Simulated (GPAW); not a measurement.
# PtS2 (P-3m1) in GPAW: settings compared

Aim: see how the results for PtS2 move with the level of theory and the settings. Levels: PBE+U, LDA, PBE. Tasks: single point, relaxation of cell and atoms.

Program: GPAW 26.7.0. These are calculated values, not measurements. Logs are shortened: lines on timing, memory, paths and dates and some standing lists are left out, and cuts for length are marked. The log counts tension as positive stress, the text compression.

## 1. The structure

Symmetry: P-3m1, No. 164, trigonal system. The conventional cell has a = 3.543 Å, b = 3.543 Å, c = 5.039 Å, α = 90.00°, β = 90.00°, γ = 120.00°. Around Pt (site symmetry -3m) lie 6 S at 2.34 Å. S (site symmetry 3m) has 3 Pt at 2.34 Å as nearest neighbours.

## 2. Single point, PBE+U

Input file run.py:

```python
from ase import Atoms
from ase.dft.bandgap import bandgap
from ase.io import write
from ase.units import GPa
from gpaw import GPAW, PW, setup_paths

setup_paths.insert(0, '.')

atoms = Atoms(['Pt', 'S', 'S'],
              cell=[[3.5432, 0.0, 0.0],
                    [-1.7716, 3.0685012107, 0.0],
                    [0.0, 0.0, 5.0388]],
              scaled_positions=[[0.0, 0.0, 0.0],
                                [0.6666666667, 0.3333333333, 0.773],
                                [0.3333333333, 0.6666666667, 0.227]],
              pbc=True)

calc = GPAW(mode=PW(400),
            xc='PBE',
            kpts={'size': (7, 7, 4), 'gamma': True},
            occupations={'name': 'fermi-dirac', 'width': 0.05},
            setups={'Pt': ':d,5.0'},
            nbands=26,
            maxiter=120,
            txt='gpaw.txt')
atoms.calc = calc
energy = atoms.get_potential_energy()
forces = atoms.get_forces()
stress = atoms.get_stress()
calc.write('gs.gpw')
write('result.traj', atoms)
print(f'Energy: {energy:.6f} eV')
print('Forces (eV/A):')
print(forces.round(4))
print('Stress (GPa):', (stress / GPa).round(3))
print('Fermi level:', round(calc.get_fermi_level(), 4), 'eV')
print(f'Gap: {bandgap(calc)[0]:.4f} eV, direct: {bandgap(calc, direct=True)[0]:.4f} eV')
```

Potentials or basis: PAW data sets generated in the run's folder for this functional, pw.

Started as:

```sh
gpaw-setup -f PBE Pt S
OMP_NUM_THREADS=1 python run.py
```

gpaw.txt:

```text
__  _  _
 | _ |_)|_||  |
 |__||  | ||/\| - 26.7.0

Input parameters:
  mode=PW(ecut=400.0),
  kpts=MonkhorstPack(size=(7, 7, 4), gamma=True),
  maxiter=120,
  nbands=26,
  occupations=Occupations(name='fermi-dirac', width=0.05),
  setups={'Pt': ':d,5.0'},
  xc=XC(name='PBE')

Diagonalizing LCAO Hamiltonian
Converting LCAO to pw mode

            S

         S

       Pt

Atoms  # Å, Bohr magnetons
|   | symbol |         x |        y |        z |    initial magnetic moments |
|---|--------|-----------|----------|----------|-----------------------------|
| 0 |     Pt |  0.000000 | 0.000000 | 0.000000 | ( 0.0000,  0.0000,  0.0000) |
| 1 |      S |  1.771600 | 1.022834 | 3.894992 | ( 0.0000,  0.0000,  0.0000) |
| 2 |      S | -0.000000 | 2.045667 | 1.143808 | ( 0.0000,  0.0000,  0.0000) |

Unit cell  # Å
| periodic |         x |        y |        z |  lengths |     angles |
|----------|-----------|----------|----------|----------|------------|
|      yes |  3.543200 | 0.000000 | 0.000000 | 3.543200 |  90.000000 |
|      yes | -1.771600 | 3.068501 | 0.000000 | 3.543200 |  90.000000 |
|      yes |  0.000000 | 0.000000 | 5.038800 | 5.038800 | 120.000000 |

Number of symmetries: 12
Symmetry operations  # r_c * U_cc + t_c -> r_c
|    | kind |            matrix            |
|----|------|------------------------------|
|  0 |  σ   |  1, 1, 0,  0,-1, 0,  0, 0, 1 |
|  1 |  S6  |  1, 1, 0, -1, 0, 0,  0, 0,-1 |
|  2 |  E   |  1, 0, 0,  0, 1, 0,  0, 0, 1 |
|  3 |  C2  |  1, 0, 0, -1,-1, 0,  0, 0,-1 |
|  4 |  C2  |  0, 1, 0,  1, 0, 0,  0, 0,-1 |
|  5 |  C3  |  0, 1, 0, -1,-1, 0,  0, 0, 1 |
|  6 |  S6  |  0,-1, 0,  1, 1, 0,  0, 0,-1 |
|  7 |  σ   |  0,-1, 0, -1, 0, 0,  0, 0, 1 |
|  8 |  σ   | -1, 0, 0,  1, 1, 0,  0, 0, 1 |
|  9 |  i   | -1, 0, 0,  0,-1, 0,  0, 0,-1 |
| 10 |  C3  | -1,-1, 0,  1, 0, 0,  0, 0, 1 |
| 11 |  C2  | -1,-1, 0,  0, 1, 0,  0, 0,-1 |

BZ-sampling:
  Number of BZ points: 196
  Number of IBZ points: 28

  Monkhorst-Pack size: [7, 7, 4]
  Monkhorst-Pack shift: [0.0, 0.0, 0.125]

K-points  # in reciprocal-cell coordinates
|     |                                coordinates |     weight |
|-----|--------------------------------------------|------------|
|   0 | (  0.00000000,   0.00000000,   0.00000000) | 0.00510204 |
|   1 | (  0.00000000,   0.00000000,   0.25000000) | 0.01020408 |
|   2 | (  0.00000000,   0.00000000,   0.50000000) | 0.00510204 |
|   3 | (  0.14285714,   0.00000000,  -0.25000000) | 0.03061224 |
|   4 | (  0.14285714,   0.00000000,   0.00000000) | 0.03061224 |
|   5 | (  0.14285714,   0.00000000,   0.25000000) | 0.03061224 |
|   6 | (  0.14285714,   0.00000000,   0.50000000) | 0.03061224 |
|   7 | (  0.28571429,  -0.14285714,   0.00000000) | 0.03061224 |
|   8 | (  0.28571429,  -0.14285714,   0.25000000) | 0.06122449 |
|   9 | (  0.28571429,  -0.14285714,   0.50000000) | 0.03061224 |
| ... |                                            |            |
|  27 | (  0.42857143,   0.42857143,   0.50000000) | 0.03061224 |

Plane wave coefficients: 1009
Cutoff: 400.0 eV

Spin-components: 1 (collinear spins)
Bands:           26
Projectors:      16
Spin-degeneracy: 2
Datatype:        complex128

Parallelization:
  kpt:    1
  domain: 1
  band:   1

Density:
  Valence electrons: 28.0
  Components: 1
  Grid points: [18 18 24]
  Charge: 0.0  # |e|

Potential:
  Grid points: [18 18 24]

species:
  Pt:
    name:    Platinum
    Z:       78.0
    valence: 16
    core:    62
    charge:  0.0  # [|e|]
    Hubbard: {U: 5.0,  # eV
              l: 2,
              scale: True}
    compensation charges:
      type: gauss
      rc: 0.41  # [Å]
      lmax: 2
    cutoffs:
      filter: 2.26  # [Å]
      core: 2.26  # [Å]
    projectors
    | kind |    occ | energy [eV] | rcut [Å] |
    |------|--------|-------------|----------|
    |   6s |  1.000 |      -5.628 |    1.307 |
    |   5p |  6.000 |     -56.051 |    1.371 |
    |   6p |  0.000 |      -0.845 |    1.371 |
    |   5d |  9.000 |      -6.153 |    1.307 |
    |    s |        |      21.583 |    1.307 |
    |    d |        |      21.058 |    1.307 |

    Using partial waves for Pt as LCAO basis

  S:
    name:    Sulfur
    Z:       16.0
    valence: 6
    core:    10
    charge:  0.0  # [|e|]
    compensation charges:
      type: gauss
      rc: 0.24  # [Å]
      lmax: 2
    cutoffs:
      filter: 1.77  # [Å]
      core: 1.66  # [Å]
    projectors
    | kind |    occ | energy [eV] | rcut [Å] |
    |------|--------|-------------|----------|
    |   3s |  2.000 |     -17.254 |    0.974 |
    |   3p |  4.000 |      -7.008 |    0.979 |
    |    s |        |       9.957 |    0.974 |
    |    p |        |      20.203 |    0.979 |
    |    d |        |       0.000 |    0.900 |

    Using partial waves for S as LCAO basis

Reference energy: -522090.605837  # eV

eigensolver:
  PPCG
  Converge bands: occupied
  niter=2

density mixing:
  MSR1-Mixer
  Pratt-step length: 0.05
  Maximum mixing coefficient: 0.75
  Old densities: 10
  SVD Regularization: 0.005
  Good broyden scale: 1.0
  Trust region scale: 1.0
  Backstep threshold: 4.0
  History deletion threshold: 6.0
  Fourier metric: weight=20.0, sigma=0.015

occupation numbers:
  Fermi-Dirac:
    width: 0.0500  # eV

poisson solver:
  ecut: 3200.0  # eV

xc functional:
  name: PBE with 2 nearest neighbor stencil

convergence criteria:
- Maximum [total energy] change in last 3 cyles: 0.0005 eV / valence electron
- Maximum integral of absolute [dens]ity change: 0.0001 electrons / valence electron
- Maximum integral of absolute [eigenst]ate change: 4e-08 eV^2 / valence electron
maximum number of iterations: 120

SCF iterations
|iter     | |      energy | eigst |  dens |
|---------|-|-------------|-------|-------|
|iter:   1| |  -13.387677 | +0.18 |       |
|iter:   2| |  -13.359038 | -1.90 | -1.25 |
|iter:   3| |  -13.405017 | -2.03 | -1.28 |
|iter:   4| |  -13.485415 | -3.07 | -1.72 |
|iter:   5| |  -13.509140 | -3.28 | -2.07 |
|iter:   6| |  -13.512349 | -4.56 | -2.68 |
|iter:   7| |  -13.512679c| -5.10 | -3.13 |
|iter:   8| |  -13.512689c| -6.81 | -3.98 |
|iter:   9| |  -13.512690c| -7.30 | -4.29c|
|iter:  10| |  -13.512690c| -7.79c| -5.02c|

Converged in 10 steps
Energy contributions relative to reference atoms: (reference = -522090.605837)

Energy contributions:
  Kinetic:          33.672681
  Coulomb:         -31.267810
  Zero:             -0.786736
  External:          0.000000
  Xc:              -15.130801
  Entropy:          -0.000047
  Spinorbit:         0.000000
  ----------------------------
  Free energy:     -13.512714
  Extrapolated:    -13.512690

dipole moment: (-6.052302, -10.482894, -17.214009)  # |e|*Ang

Fermi level: 7.570
Eigenvalues  # (at kpt = [0.000, 0.000, 0.000])
| band index |      eig [eV] | occ [0-2] |
|------------|---------------|-----------|
|          0 |       -45.400 |     2.000 |
|        ... |               |           |
|          6 |        -0.166 |     2.000 |
|          7 |        -0.166 |     2.000 |
|          8 |         1.803 |     2.000 |
|          9 |         1.803 |     2.000 |
|         10 |         4.526 |     2.000 |
|         11 |         6.219 |     2.000 |
[... 8 lines left out ...]
|         20 |        19.170 |     0.000 |
|         21 |        19.545 |     0.000 |
|        ... |               |           |
|         25 |        20.994 |     0.000 |

Gap: 0.703 eV
Transition (v -> c):
  (s=0, k=4, n=13, [0.14, 0.00, 0.00]) -> (s=0, k=10, n=14, [0.29, 0.00, -0.25])
Direct/indirect transitions are different
Direct gap: 0.969 eV
Transition at: (s=0, k=10, n=13, [0.29, 0.00, -0.25])

Forces  # eV/Ang
|        x |       y |        z |
|----------|---------|----------|
|  0.00000 | 0.00000 |  0.00000 |  # Pt   0
| -0.00000 | 0.00000 | -1.28048 |  # S    1
|  0.00000 | 0.00000 |  1.28048 |  # S    2

Stress tensor  # eV/Ang^3
|         x |         y |         z |
|-----------|-----------|-----------|
| -0.056967 |  0.000000 |  0.000000 |
|  0.000000 | -0.056967 | -0.000000 |
|  0.000000 | -0.000000 | -0.061418 |

# Writing to gs.gpw (mode='')
```

Run time: 16 s. Hardware: 1 thread of Intel Xeon Platinum 8488C (Sapphire Rapids), shared host; peak memory 0.15 GiB.

The run converged, but some of its settings lie outside the range that counts as converged, so its numbers aren't taken as properties of the crystal.

What came out:

* Free energy: -13.5127 eV
* Pressure: 9.4 GPa
* Largest force: 1.280 eV/Å
* Band gap on the k mesh: 0.70 eV, indirect (least direct gap 0.97 eV)

Caveat: the cutoff is short for stress and forces, so pressures can be off by a GPa or more; spin-orbit coupling is left out, which moves the levels of the heavy elements; an odd mesh through Γ misses points on the zone boundary, where band edges often lie.

## 3. Relaxation of cell and atoms, LDA

Input file run.py:

```python
from ase.filters import FrechetCellFilter
from ase.io import read, write
from ase.optimize import FIRE
from gpaw import GPAW, PW

atoms = read('PtS2.xyz')

calc = GPAW(mode=PW(600),
            xc='LDA',
            kpts={'size': (9, 9, 5), 'gamma': True},
            occupations={'name': 'fermi-dirac', 'width': 0.05},
            nbands=26,
            convergence={'density': 1e-05, 'forces': 0.0001},
            maxiter=150,
            txt='gpaw.txt')
atoms.calc = calc
opt = FIRE(FrechetCellFilter(atoms), trajectory='relax.traj', logfile='-')
done = opt.run(fmax=0.05, steps=60)
calc.write('gs.gpw')
write('result.traj', atoms)
print('Converged:', done)
print('Cell:', atoms.cell.cellpar().round(4))
print('Volume:', round(atoms.get_volume(), 4))
print(atoms.get_scaled_positions().round(5))
```

Input file PtS2.xyz:

```xyz
3
Lattice="3.5432000000 0.0000000000 0.0000000000 -1.7716000000 3.0685012107 0.0000000000 0.0000000000 0.0000000000 5.0388000000" Properties=species:S:1:pos:R:3 pbc="T T T"
Pt     0.0000000000      0.0000000000      0.0000000000
S      1.7716000002      1.0228337368      3.8949924000
S     -0.0000000002      2.0456674739      1.1438076000
```

Potentials or basis: the program's PAW data sets (release 1.2.1) made for this functional, pw.

Started as:

```sh
OMP_NUM_THREADS=1 python run.py
```

Run time: 15 min. Hardware: 1 thread of Arm Neoverse V2, shared host; peak memory 0.49 GiB.

The run converged. Its results:

- Free energy: -18.5928 eV
- Relaxed volume: 16.47 Å³/atom
- Relaxed cell: a = 3.564 Å, b = 3.564 Å, c = 4.492 Å, α = 90.00°, β = 90.00°, γ = 120.00°
- Space group after relaxing (to 0.05 Å): P-3m1 (No. 164)
- Energy gained by relaxing: 29.3 meV/atom
- Ionic steps: 28
- Pressure after relaxing: 0.1 GPa
- Largest force after relaxing: 0.028 eV/Å
- Band gap on the k mesh: none (metal or under the smearing width)

Forces on the atoms (eV/Å):
```
Pt   0.000  0.000  0.000
S    0.000  0.000 -0.028
S    0.000  0.000  0.028
```

Stress tensor (GPa, compression positive):
```
-0.11  0.00  0.00
 0.00 -0.11  0.00
 0.00  0.00  0.46
```

The path:
| step | energy change (eV) | largest force (eV/Å) | pressure (GPa) | volume (Å³) |
| --- | --- | --- | --- | --- |
| 1 | 0.0000 | 0.7646 | 3.04 | 54.78 |
| 2 | -0.0135 | 0.6081 | 1.84 | 54.97 |
| 3 | -0.0284 | 0.3447 | -0.13 | 55.28 |
| 4 | -0.0336 | 0.0544 | -2.16 | 55.54 |
| 5 | -0.0341 | 0.0608 | -2.08 | 55.50 |
| 6 | -0.0349 | 0.0732 | -1.93 | 55.44 |
| 7 | -0.0361 | 0.0904 | -1.71 | 55.34 |
| 8 | -0.0374 | 0.1108 | -1.44 | 55.21 |
| 9 | -0.0387 | 0.1323 | -1.13 | 55.07 |
| 10 | -0.0400 | 0.1519 | -0.82 | 54.90 |
| 11 | -0.0413 | 0.1666 | -0.53 | 54.74 |
| 12 | -0.0427 | 0.1740 | -0.27 | 54.55 |
| 13 | -0.0443 | 0.1693 | -0.08 | 54.36 |
| 14 | -0.0461 | 0.1487 | 0.00 | 54.17 |
| 15 | -0.0481 | 0.1104 | -0.05 | 53.97 |
| 16 | -0.0503 | 0.0576 | -0.23 | 53.78 |
| 17 | -0.0525 | 0.0018 | -0.45 | 53.57 |
| 18 | -0.0549 | 0.0388 | -0.59 | 53.31 |
| 19 | -0.0582 | 0.0488 | -0.54 | 52.98 |
| 20 | -0.0626 | 0.0228 | -0.26 | 52.59 |
| 21 | -0.0677 | 0.0270 | 0.10 | 52.16 |
| 22 | -0.0735 | 0.0660 | 0.21 | 51.75 |
| 23 | -0.0794 | 0.0637 | -0.15 | 51.39 |
| 24 | -0.0842 | 0.0348 | -0.72 | 50.99 |
| 25 | -0.0876 | 0.0406 | -0.59 | 50.31 |
| 26 | -0.0876 | 0.0614 | 0.33 | 49.37 |
| 27 | -0.0877 | 0.0494 | 0.24 | 49.38 |
| 28 | -0.0879 | 0.0283 | 0.08 | 49.42 |

Final structure:
```cif
data_structure
_symmetry_space_group_name_H-M 'P 1'
_symmetry_Int_Tables_number 1
_cell_length_a 3.5640
_cell_length_b 3.5640
_cell_length_c 4.4922
_cell_angle_alpha 90.000
_cell_angle_beta 90.000
_cell_angle_gamma 120.000
_cell_volume 49.42
loop_
_atom_site_label
_atom_site_type_symbol
_atom_site_fract_x
_atom_site_fract_y
_atom_site_fract_z
_atom_site_occupancy
Pt1 Pt 0.00000 0.00000 0.00000 1
S1 S 0.66667 0.33333 0.73713 1
S2 S 0.33333 0.66667 0.26287 1
```

Levels at points of the mesh, in eV from the Fermi level:
```
           k point  band 10  band 11  band 12  band 13  band 14  band 15  band 16  band 17  band 18  band 19
(0.00, 0.00, 0.00)    -4.36    -2.45    -1.59    -1.59     0.29     1.07     1.07     3.18     5.12     7.18
```

Caveat: later steps reuse the first step's grids. Zero-point motion and thermal expansion aren't in these numbers.

## 4. Single point, PBE

Input file run.py:

```python
from ase import Atoms
from ase.dft.bandgap import bandgap
from ase.io import write
from ase.units import GPa
from gpaw import GPAW, PW

atoms = Atoms(['Pt', 'S', 'S'],
              cell=[[3.5432, 0.0, 0.0],
                    [-1.7716, 3.0685012107, 0.0],
                    [0.0, 0.0, 5.0388]],
              scaled_positions=[[0.0, 0.0, 0.0],
                                [0.6666666667, 0.3333333333, 0.773],
                                [0.3333333333, 0.6666666667, 0.227]],
              pbc=True)

calc = GPAW(mode=PW(500),
            xc='PBE',
            kpts={'size': (7, 7, 4), 'gamma': True},
            occupations={'name': 'fermi-dirac', 'width': 0.05},
            nbands=26,
            maxiter=120,
            txt='gpaw.txt')
atoms.calc = calc
energy = atoms.get_potential_energy()
forces = atoms.get_forces()
stress = atoms.get_stress()
calc.write('gs.gpw')
write('result.traj', atoms)
print(f'Energy: {energy:.6f} eV')
print('Forces (eV/A):')
print(forces.round(4))
print('Stress (GPa):', (stress / GPa).round(3))
print('Fermi level:', round(calc.get_fermi_level(), 4), 'eV')
print(f'Gap: {bandgap(calc)[0]:.4f} eV, direct: {bandgap(calc, direct=True)[0]:.4f} eV')
```

Potentials or basis: GPAW PAW data sets (gpaw-data 1.2.1), pw.

Started as:

```sh
OMP_NUM_THREADS=1 python run.py
```

Run time: 20 s. Hardware: 1 thread of Arm Neoverse V1, shared host; peak memory 0.16 GiB.

The run converged. Its results:

* Free energy: -15.4856 eV
* Pressure: 11.7 GPa
* Largest force: 1.291 eV/Å
* Band gap on the k mesh: 0.81 eV, indirect (least direct gap 0.98 eV)

Forces in eV/Å, atoms in the order of the input:
```
Pt   0.000  0.000  0.000
S    0.000  0.000 -1.291
S    0.000  0.000  1.291
```

Stress tensor (GPa, compression positive):
```
12.26  0.00  0.00
 0.00 12.26  0.00
 0.00  0.00 10.57
```

Levels at points of the mesh, in eV from the valence-band top:
```
           k point  band 11  band 12  band 13  band 14  band 15  band 16  band 17  band 18
(0.00, 0.00, 0.00)    -1.74    -1.07    -1.07    -0.06     2.49     2.49     4.83     5.83
(0.00, 0.00, 0.50)    -2.43    -1.26    -1.26    -0.84     2.96     2.96     5.50     7.40
```

Caveat: the cutoff is short for stress and forces, so pressures can be off by a GPa or more; spin-orbit coupling is left out, which moves the levels of the heavy elements; an odd mesh through Γ misses points on the zone boundary, where band edges often lie.
